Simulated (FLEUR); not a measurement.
Runs of FLEUR MaX-R8.1 (later development tree) on C. Symmetry: P6_3/mmc, No. 194, hexagonal system. The conventional cell has a = 2.522 Å, b = 2.522 Å, c = 8.237 Å, α = 90.00°, β = 90.00°, γ = 120.00°. Around C (site symmetry 3m) lie 4 C at 1.54 Å. C (site symmetry 3m) is surrounded by 4 C at 1.54 Å. This is a hexagonal form of diamond, not graphite.

```tsv
task	level	gmax	muffin-tin radii	max iterations	mixing factor	mixer	kmax	gap on the mesh (eV)	V0 of scaled cells (Å³/atom)	B0 (GPa)
equation of state	LDA	17 1/bohr	C 1.31 bohr	-	-	-	5.5 1/bohr	-	5.51	468
equation of state	LDA (Perdew-Zunger)	16.6 1/bohr	C 1.31 bohr	-	-	-	5.34 1/bohr	-	5.53	466
band structure	LDA (Perdew-Zunger)	16.1 1/bohr	C 1.35 bohr	60	0.05	Anderson	5.19 1/bohr	(a)	-	-
band structure	LDA	16.5 1/bohr	C 1.35 bohr	60	0.05	Anderson	5.33 1/bohr	(b)	-	-
```

Alike in all rows: potentials or basis all-electron, FLAPW; no spin polarisation; cell as given; k mesh 12 × 12 × 4; smearing fermi-dirac 0.05 eV.

Estimate the missing entries.

(a) 4.37; (b) 4.38.

Caveats: the cell was scaled at fixed shape and fractional positions, which overstates the stiffness of a crystal with free parameters, most of all of layers and chains (some runs).

Runs at the PBE level aren't shown here.
